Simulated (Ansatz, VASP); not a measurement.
# Cross-check of GaAs between VASP and Ansatz

Wanted: the spread between two codes on one cell, functional and k mesh. The cell is taken from a series of VASP runs on this material, whose earlier steps may have relaxed, scaled or displaced it; both programs get it as it stands.

Calculated with Ansatz 0.2.0; plane waves, with VASP 6.6.1 beside it; relaxation of cell and atoms at PBE with D3(BJ) and single point at HSE06.

## (1) The starting structure

The structure is cubic, space group F-43m (No. 216). Conventional cell: a = 5.678 Å, b = 5.678 Å, c = 5.678 Å, α = 90.00°, β = 90.00°, γ = 90.00°. Nearest to As lie 4 Ga at 2.46 Å. Nearest to Ga lie 4 As at 2.46 Å. Farther neighbours are not listed.

As a file:

```xyz
2
Lattice="0.0000 2.8391 2.8391 2.8391 0.0000 2.8391 2.8391 2.8391 0.0000" Properties=species:S:1:pos:R:3 pbc="T T T"
As    4.2586    4.2586    4.2586
Ga    0.0000    0.0000    0.0000
```

## (2) VASP: relaxation of cell and atoms, PBE with D3(BJ)

The relaxed volume is the usual yardstick between codes: its relative difference is about their pressure difference at one cell divided by the bulk modulus.

Lines of VASP's logs that name or quote its potential files are left out, and so is its time.

File INCAR:

```
SYSTEM = GaAs
PREC = Accurate
ENCUT = 450
EDIFF = 1E-06
NELM = 100
ISMEAR = 0
SIGMA = 0.03
LREAL = .FALSE.
ALGO = Normal
GGA = PE
IVDW = 12
NBANDS = 15
LORBIT = 11
LWAVE = .FALSE.
LCHARG = .FALSE.
KPAR = 8
IBRION = 2
NSW = 50
ISIF = 3
EDIFFG = -0.006
```

File POSCAR:

```
GaAs
1.0
    0.0000000000      2.8390844174      2.8390844174
    2.8390844174      0.0000000000      2.8390844174
    2.8390844174      2.8390844174      0.0000000000
As Ga
1 1
Direct
    0.7500000000      0.7500000000      0.7500000000
    0.0000000000      0.0000000000      0.0000000000
```

File KPOINTS:

```
Automatic mesh
0
Gamma
6 6 6
0 0 0
```

The projector-augmented-wave data sets are As and Ga_d (PBE family, release 64).

Launch:

```bash
$ mpirun -np 8 vasp_std
```

Numbers of over 12 decimals in the logs are rounded to 6 here.

Output:

```text
[banner, memory and clock lines left out]
running    8 mpi-ranks, on    1 nodes
 distrk:  each k-point on    1 cores,    8 groups
 distr:  one band on    1 cores,    1 groups

 POSCAR found type information on POSCAR AsGa
 POSCAR found :  2 types and       2 ions
|                                                                             |
|           W    W    AA    RRRRR   N    N  II  N    N   GGGG   !!!           |
|           W    W   A  A   R    R  NN   N  II  NN   N  G    G  !!!           |
|           W    W  A    A  R    R  N N  N  II  N N  N  G       !!!           |
|           W WW W  AAAAAA  RRRRR   N  N N  II  N  N N  G  GGG   !            |
|           WW  WW  A    A  R   R   N   NN  II  N   NN  G    G                |
|           W    W  A    A  R    R  N    N  II  N    N   GGGG   !!!           |
|                                                                             |
|     For optimal performance we recommend to set                             |
|       NCORE = 2 up to number-of-cores-per-socket                            |
|     NCORE specifies how many cores store one orbital (NPAR=cpu/NCORE).      |
|     This setting can greatly improve the performance of VASP for DFT.       |
|     The default, NCORE=1 might be grossly inefficient on modern             |
|     multi-core architectures or massively parallel machines. Do your        |
|     Unfortunately you need to use the default for GW and RPA                |
|     calculations (for HF NCORE is supported but not extensively tested      |
|     yet).                                                                   |
|                                                                             |

 LDA part: xc-table for (Slater+PW92), standard interpolation
 POSCAR, INCAR and KPOINTS ok, starting setup
 FFT: planning ... GRIDC
 FFT: planning ... GRID_SOFT
 FFT: planning ... GRID
 WAVECAR not read
 entering main loop
       N       E                     dE             d eps       ncg     rms          rms(c)
DAV:   1     0.797998025299E+02    0.79800E+02   -0.83356E+03   480   0.150E+03
DAV:   2    -0.242285152427E+01   -0.82223E+02   -0.79084E+02   543   0.306E+02
DAV:   3    -0.830623547589E+01   -0.58834E+01   -0.58632E+01   599   0.665E+01
DAV:   4    -0.839771610159E+01   -0.91481E-01   -0.91474E-01   565   0.930E+00
DAV:   5    -0.839908894498E+01   -0.13728E-02   -0.13728E-02   620   0.102E+00    0.287E+00
DAV:   6    -0.825203944881E+01    0.14705E+00   -0.22649E-01   720   0.831E+00    0.173E+00
DAV:   7    -0.823277821719E+01    0.19261E-01   -0.66051E-02   651   0.191E+00    0.565E-01
DAV:   8    -0.823369235353E+01   -0.91414E-03   -0.10683E-02   564   0.124E+00    0.102E-01
DAV:   9    -0.823409521441E+01   -0.40286E-03   -0.98764E-04   613   0.405E-01    0.513E-02
DAV:  10    -0.823416694914E+01   -0.71735E-04   -0.74226E-05   595   0.896E-02    0.280E-02
DAV:  11    -0.823422133515E+01   -0.54386E-04   -0.78245E-05   557   0.703E-02    0.327E-03
DAV:  12    -0.823422158042E+01   -0.24527E-06   -0.12615E-06   523   0.163E-02
   1 F= -.88749100E+01 E0= -.88749100E+01  d E =-.887491E+01
 curvature:   0.00 expect dE= 0.000E+00 dE for cont linesearch  0.000E+00
 trial: gam= 0.00000 g(F)=  0.591E-44 g(S)=  0.102E-05 ort = 0.000E+00 (trialstep = 0.100E+01)
 search vector abs. value=  0.102E-05
 reached required accuracy - stopping structural energy minimisation
```

Parts of OUTCAR (step 2):

```text
ion  position               nearest neighbor table
   1  0.750  0.750  0.750-   2 2.46   2 2.46   2 2.46   2 2.46
   2  0.000  0.000  0.000-   1 2.46   1 2.46   1 2.46   1 2.46

  LATTYP: Found a face centered cubic cell.
 ALAT       =     5.6781688348

 Subroutine GETGRP returns: Found 24 space group operations
 (whereof 24 operations were pure point group operations)

The static configuration has the point symmetry T_d .

 Found     16 irreducible k-points:

   k-points           NKPTS =     16   k-points in BZ     NKDIM =     16   number of bands    NBANDS=     15

   dimension x,y,z NGX =    28 NGY =   28 NGZ =   28
   dimension x,y,z NGXF=    56 NGYF=   56 NGZF=   56

   ENCUT  =  450.0 eV  33.07 Ry    5.75 a.u.   6.94  6.94  6.94*2*pi/ulx,y,z

   NELECT =      18.0000    total number of electrons

 k-points in reciprocal lattice and weights: Automatic mesh
   0.00000000  0.00000000  0.00000000       0.005
   0.16666667  0.00000000  0.00000000       0.037
   0.33333333  0.00000000  0.00000000       0.037
   0.50000000  0.00000000  0.00000000       0.019
   0.16666667  0.16666667  0.00000000       0.028
   0.33333333  0.16666667  0.00000000       0.111
   0.50000000  0.16666667  0.00000000       0.111
  -0.33333333  0.16666667  0.00000000       0.111
  -0.16666667  0.16666667  0.00000000       0.056
[...]
-0.33333333  0.33333333  0.16666667       0.111
  -0.33333333  0.50000000  0.16666667       0.056

 average (electrostatic) potential at core
       1 -50.4194       2 -66.5004

 E-fermi :   4.0301

 k-point     1 :       0.0000    0.0000    0.0000
  band No.  band energies     occupation
    ...
      5     -10.9032      2.00000
      6      -8.8153      2.00000
      7       3.8207      2.00000
      8       3.8207      2.00000
      9       3.8207      2.00000
     10       4.2381      0.00000
     11       7.5354      0.00000
     12       7.5354      0.00000
     13       7.5354      0.00000
     14      11.3636      0.00000
    ...

 k-point     2 :       0.1667    0.0000    0.0000
  band No.  band energies     occupation
    ...
      5     -10.9034      2.00000
      6      -8.5010      2.00000
      7       1.1099      2.00000
      8       3.4466      2.00000
      9       3.4466      2.00000
     10       5.3944      0.00000
     11       8.0744      0.00000
     12       8.0745      0.00000
     13       8.4570      0.00000
     14      12.7091      0.00000
    ...

 k-point     3 :       0.3333    0.0000    0.0000
  band No.  band energies     occupation
    ...
      5     -10.9017      2.00000
      6      -7.6904      2.00000
      7      -1.5171      2.00000
      8       2.9086      2.00000
      9       2.9086      2.00000
     10       4.9914      0.00000
     11       8.4951      0.00000
     12       8.4951      0.00000
     13      11.0043      0.00000
     14      12.5442      0.00000
    ...

 Edisp (eV)   -0.64069

  Total      -0.00375    -0.00375    -0.00375     0.00000     0.00000    -0.00000
  in kB      -0.13137    -0.13137    -0.13137     0.00000     0.00000    -0.00000
  external pressure =       -0.13 kB  Pullay stress =        0.00 kB

  energy-cutoff  :      450.00
  volume of cell :       45.77
      direct lattice vectors                 reciprocal lattice vectors
     0.000000000  2.839084417  2.839084417    -0.176113115  0.176113115  0.176113115
     2.839084417  0.000000000  2.839084417     0.176113115 -0.176113115  0.176113115
     2.839084417  2.839084417  0.000000000     0.176113115  0.176113115 -0.176113115

 POSITION                                       TOTAL-FORCE (eV/Angst)
 -----------------------------------------------------------------------------------
      4.25863      4.25863      4.25863         0.000000      0.000000      0.000000
      0.00000      0.00000      0.00000        -0.000000     -0.000000     -0.000000
 -----------------------------------------------------------------------------------
    total drift:                               -0.000003     -0.000003     -0.000002

  FREE ENERGIE OF THE ION-ELECTRON SYSTEM (eV)
  ---------------------------------------------------
  free  energy   TOTEN  =        -8.8749099573 eV

  energy  without entropy=       -8.8749099573  energy(sigma->0) =       -8.87490996

 reached required accuracy - stopping structural energy minimisation

 total charge
# of ion       s       p       d       tot
------------------------------------------
    1        1.207   1.596   0.030   2.833
    2        0.878   0.792   9.993  11.663
--------------------------------------------------
tot          2.085   2.387  10.023  14.495

[... 3 further parts left out ...]
```

CONTCAR:

```
GaAs
   1.00000000000000
     0.0000000000000000    2.8390844174000001    2.8390844174000001
     2.8390844174000001    0.0000000000000000    2.8390844174000001
     2.8390844174000001    2.8390844174000001    0.0000000000000000
  As              Ga
     1     1
Direct
     0.7500000000000000    0.7500000000000000    0.7500000000000000
     0.0000000000000000    0.0000000000000000    0.0000000000000000
```

## (3) Ansatz: relaxation of cell and atoms, PBE with D3(BJ)

Ansatz runs on its default PAW (the set named soft_2) files.

The same cell, functional, mesh and smearing now go to Ansatz, which takes its cutoff from its data sets.

File input.yaml:

```yaml
crystal:
  lattice:
    - [0.0, 2.8390844174, 2.8390844174]
    - [2.8390844174, 0.0, 2.8390844174]
    - [2.8390844174, 2.8390844174, 0.0]
  atoms:
    - { symbol: As, position: [0.75, 0.75, 0.75] }
    - { symbol: Ga, position: [0.0, 0.0, 0.0] }
hamiltonian:
  xc: pbe
  pseudopotentials: { kind: paw }
  dispersion: d3bj
kpoints:
  mp_grid: { grid: [6, 6, 6] }
scf:
  occupations: { method: gaussian, width: 0.03 }
relax:
  f_tol: 0.01
  max_steps: 60
  cell: { stress_tol: 0.05 }
output:
  forces: true
  stress: true
```

Launch:

```bash
$ ansatz run input.yaml --threads 4 --pin off --max-ram 9216MiB --backend cpu --events-out ev --progress --plain --runs-dir out
```

Output:

```text
Engine: ansatz 0.2.0, aarch64-unknown-linux-gnu
Pseudopotentials: kind: paw
Pseudopotential: As, paw, valence charge 15, recommended cutoff 420 eV (normal), As.paw.azcp
Pseudopotential: Ga, paw, valence charge 13, recommended cutoff 420 eV (normal), Ga.paw.azcp
Functional definition: PBE
  parameter kappa = 0.804
  parameter beta = 0.066725
  exchange = pbe_x(kappa = kappa, mu = beta*pi^2/3)
  correlation = pbe_c(beta = beta)
Crystal: 2 atoms, lattice volume = 45.768 Å³
Basis set: ecut = 420 eV, 893 PW (Γ), exchange–correlation on 54×54×54 points (8 copies of the dense FFT grid, shifted against one another)
Bands: 18, of which v1, the nominal top of the filled ones, is band 14 counted from 1 (13 counted from 0)
Symmetry: 24 space group operations
Space group: F-43m (ITA 216), of the structure as read, at distance tolerance 3.6e-5 Å
k-points: 16 of 216 (time reversal used)
Non-local potential: As, projectors of the file, l = 0: 2, l = 1: 2, l = 2: 3, l = 3: 1
Non-local potential: Ga, projectors of the file, l = 0: 2, l = 1: 2, l = 2: 3, l = 3: 1
PAW form: soft (Blöchl's): semilocal exchange-correlation on the pseudo side does not see the compensation charge
PAW one-centre angular grid: As, 590 points (default); XC on 64 Gauss nodes
PAW one-centre angular grid: Ga, 590 points (default); XC on 64 Gauss nodes
Initial density: superposition of atomic densities (neutral atoms: chi_scale 0, normalization atom), corrected by the library's trained network
Initial wavefunctions: pseudopotential atomic-orbital guess
Functional: x = pbe(κ = 0.804, μ = 0.219515), c = pbe(β = 0.066725)
SCF iter   1: F=—  HF=-8640.465836 eV  |F-HF|=—  |Δ(HF+E_count)|=         —  Δρ=1.50e-3  dr2=1.58e-3  ethr=1.77e-3  ⟨swp⟩=6.0  Hψ=1341  notcnv=0
preconditioner: auto → none  [insulator: Δε(μ)=0.410 eV  Ē_g=15.426 eV  σ=0.030 eV  W_gap=1.00  n_scr=14 (ndim 8)  ℏωp=23.3 eV  f_vac=0.092  D(μ)=0.00/eV (n_scr^D=0)  ε∞_Penn≈3.3]
SCF iter   2: F=—  HF=-8640.465120 eV  |F-HF|=—  |Δ(HF+E_count)|=   7.16e-4  Δρ=6.97e-4  dr2=2.23e-4  ethr=5.63e-6  ⟨swp⟩=2.0  Hψ=621  notcnv=0
SCF iter   3: F=—  HF=-8640.465054 eV  |F-HF|=—  |Δ(HF+E_count)|=   6.63e-5  Δρ=2.21e-4  dr2=2.70e-5  ethr=7.97e-7  ⟨swp⟩=2.0  Hψ=432  notcnv=0
SCF iter   4: F=—  HF=-8640.465068 eV  |F-HF|=—  |Δ(HF+E_count)|=   1.42e-5  Δρ=1.06e-4  dr2=6.24e-6  ethr=9.63e-8  ⟨swp⟩=2.2  Hψ=369  notcnv=0
SCF iter   5: F=—  HF=-8640.465074 eV  |F-HF|=—  |Δ(HF+E_count)|=   6.34e-6  Δρ=2.56e-5  dr2=3.34e-7  ethr=2.23e-8  ⟨swp⟩=2.2  Hψ=372  notcnv=0
SCF iter   6: F=-8640.465075 eV  HF=-8640.465075 eV  |F-HF|=8.99e-9  |Δ(HF+E_count)|=   3.70e-7  Δρ=4.31e-6  dr2=7.33e-9  ethr=3.57e-10  ⟨swp⟩=4.1  Hψ=1014  notcnv=0
SCF 1 converged in 6 iterations: F = -8640.465075 eV  dr2 = 7.33e-9
  greatest PAW one-centre occupation: 0.999 electrons in one spin orbital (limit 2), on the As atom at site 0 (counted from 0), in its partial waves of l = 2
relax step   1: F+E_penalty+E_count = -8640.46507453 eV  Δ(F+E_penalty+E_count) = +0.000e0 eV  max|allowed force component| = 1.307e-16 eV/Å  Δτ_max = 0.0000 Å  P = -0.121 GPa  Ω = 45.768 Å³  (6 SCF iters, dr2 threshold 1.00e-7 eV, accepted)
[...]
relax step   2: F+E_penalty+E_count = -8640.46511862 eV  Δ(F+E_penalty+E_count) = -4.409e-5 eV  max|allowed force component| = 2.949e-17 eV/Å  Δτ_max = 0.0000 Å  P = -0.020 GPa  Ω = 45.701 Å³  energy of the carried Pulay correction = +1.427e-5 eV  (3 SCF iters, dr2 threshold 3.66e-8 eV, accepted)
[...]
relax step   3: F+E_penalty+E_count = -8640.46510134 eV  Δ(F+E_penalty+E_count) = +1.728e-5 eV  max|allowed force component| = 4.286e-17 eV/Å  Δτ_max = 0.0000 Å  P = -0.020 GPa  Ω = 45.701 Å³  stress off target by 1.98e-2 GPa  SCF on the basis re-selected at this cell (its energy is not comparable with the rows above)  (5 SCF iters)
basis re-selected at this cell: Δ(F+E_penalty+E_count) = +1.728e-5 eV, ΔP = +0.000 GPa vs the last step (what re-selecting the basis moved, of the pressure what is left beyond the Pulay correction that the steps carried, after the strain that the cell walked since its last selection, with what the two solves' SCF thresholds leave and, on support functions, any second-order correction that the steps lacked; it is no m [...]
SCF converged after 5 iterations
Free energy (F): -8640.465101 eV
Harris-Foulkes:  -8640.465101 eV  (|F-HF|=1.82e-12)
Internal energy: -8640.465101 eV  (E = F + TS)
E sigma→0 (E₀):  -8640.465101 eV
Fermi energy:    8.251193 eV
--- Per-component energies (eV) ---
  E_band       = -315.474980
  E_kinetic    = 219.228290
  E_local      = -3932.498079  (includes V_loc(G=0)·N_el)
  E_nonlocal   = -245.680052
  E_hartree    = 1980.321420
  E_xc         = -148.307941
  E_vxc        = -137.285502  (∫ρ·V_xc dr)
  E_paw        = -3824.461937  (= ΣΔE_a)
  E_vpaw       = -179.882355  (= ΣTr[D̂ρ^β])
  E_aug_tail   = -0.000122  (compensation charges beyond the density's cutoff)
  E_ewald      = -2688.424801
  E_disp       = -0.641879  (pairwise vdW)
  E_smearing   = -0.000000  (= −TS)
  E_closure    = 0.000000  (closes the sum)
  Σ components = -8640.465101   (vs F -8640.465101, Δ=0.00e0)
--- Forces (eV/Å), atoms counted from 1 ---
  atom   1  As     0.00000000    -0.00000000    -0.00000000
  atom   2  Ga    -0.00000000     0.00000000     0.00000000
  max |Σ_I F_I| component: 7.62e-17 eV/Å
--- Stress (GPa, compression-positive) ---
       -0.019820       0.000000       0.000000
        0.000000      -0.019820       0.000000
        0.000000       0.000000      -0.019820
  P = ⅓ Tr σ = -0.0198 GPa (-0.198 kbar)
--- Relaxed structure (2 steps of the walk, 2 accepted, 1 SCFs on fresh bases) ---
  F+E_penalty+E_count = -8640.46510134 eV   max|allowed force component| = 4.286e-17 eV/Å   (the final SCF, on the basis selected at the relaxed cell)
  cell:  # Å, volume = 45.7006 Å³
    - [0, 2.837683, 2.837683]
    - [2.837683, 0, 2.837683]
    - [2.837683, 2.837683, 0]
  atoms:
    - { symbol: As, position: [0.75, 0.75, 0.75] }
    - { symbol: Ga, position: [0, 0, 0] }
```

Run time: 2 s. Hardware: 4 threads of Arm Neoverse N1, shared host; peak memory 0.33 GiB.

## (4) Comparison

Known differences besides the potentials themselves: both relaxations stop at a tolerance, which leaves soft axes loose, and VASP keeps its plane-wave basis; the data sets hold 28 valence electrons in Ansatz (default PAW (the set named soft_2) files) and 18 in VASP; the cutoff is 420 eV in Ansatz and 450 eV in VASP; VASP leaves aspherical gradient terms in its spheres out (LASPH is not set), Ansatz keeps them; Ansatz adds a Pulay correction to the stress that steers its cell, VASP none. Total energies have different zeros and are not compared.

Compared:

```
                                         quantity  Ansatz   VASP  difference
                                      volume (Å³)   45.70  45.77     -0.15 %
edge a after relaxation, in the typed setting (Å)   4.013  4.015     -0.05 %
```

The walks stopped with -0.02 GPa left in Ansatz and -0.01 GPa in VASP; each walk ends within a tolerance, so the volume difference is uncertain by about these residues over the bulk modulus, most in soft cells.

(Continued in part 2 of 2.)

[Lines on the potential files, build, host, timing and source positions are cut from VASP's logs without a mark.]

[Logs are printed without paths, hosts, clocks, repeated set-up lines and the standing remarks that a program may print on its own settings, such as how far it seeks lower states.]

[Hosts, paths, dates, database ids (printed as entryN), source tags and the programs' standing remarks are cut or masked in the printed files.]
